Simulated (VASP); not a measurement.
Wanted: the native input for a VASP 6.6.1 run.

| Property | Result |
| --- | --- |
| Task | single point |
| Functional | PBE |
| Potentials or basis | VASP PAW PBE potentials, release 64 (Nd) |
| Cutoff | 520 eV |
| k mesh | 8 × 8 × 5 |
| Occupations | fermi-dirac, width 0.05 eV |
| Spin | collinear spin, ferromagnetic start |
| Starting moments | [3.0, 3.0] μB |
| Further INCAR settings | ALGO = Normal; EDIFF = 1e-07; NBANDS = 25 |

The structure of Nd lies in POSCAR:

```
Nd
1.0
    3.6570000000      0.0000000000      0.0000000000
   -1.8285000000      3.1670549016      0.0000000000
    0.0000000000      0.0000000000      5.9020000000
Nd
2
Direct
    0.6666666667      0.3333333333      0.7500000000
    0.3333333333      0.6666666667      0.2500000000
```

This isn't the form of Nd at room conditions, which is double hcp.

These files were run (other wordings do the same):

INCAR

```
SYSTEM = Nd
ALGO = Normal ; EDIFF = 1E-7
ENCUT = 520 ; GGA = PE
ISIF = 2 ; ISMEAR = -1
ISPIN = 2 ; LASPH = .True.
LCHARG = .True. ; LELF = .True.
LMAXMIX = 6 ; LORBIT = 11
LREAL = .False. ; LVHAR = .True.
LWAVE = .False. ; MAGMOM = 3 3
NBANDS = 25 ; NELM = 100
PREC = Accurate ; SIGMA = 0.05
```

KPOINTS

```
k-points
0
Gamma
  8 8 5
  0 0 0
```

Potentials or basis: VASP PAW PBE potentials, release 64 (Nd).

The run is started by

```console
$ cat potpaw_PBE.64/Nd/POTCAR > POTCAR
$ mpirun -np 1 vasp_std > vasp.out
```

Results of the run:

```
Pressure                                              : 0.4 GPa
Band gap on the k mesh                                : none (metal or under the smearing width)
Net moment                                            : 8.23 μB per cell
Site moments                                          : Nd +3.36 μB
Valence electrons inside the program's atomic spheres : Nd 11.21
```

Caveat: the magnetic or orbital state may not be the lowest; spin-orbit coupling is left out, which moves the levels of the heavy elements.

Run time: 2.4 min on 1 thread of AMD EPYC 9R45 (Zen 5), on a shared host, peak memory 0.23 GiB.
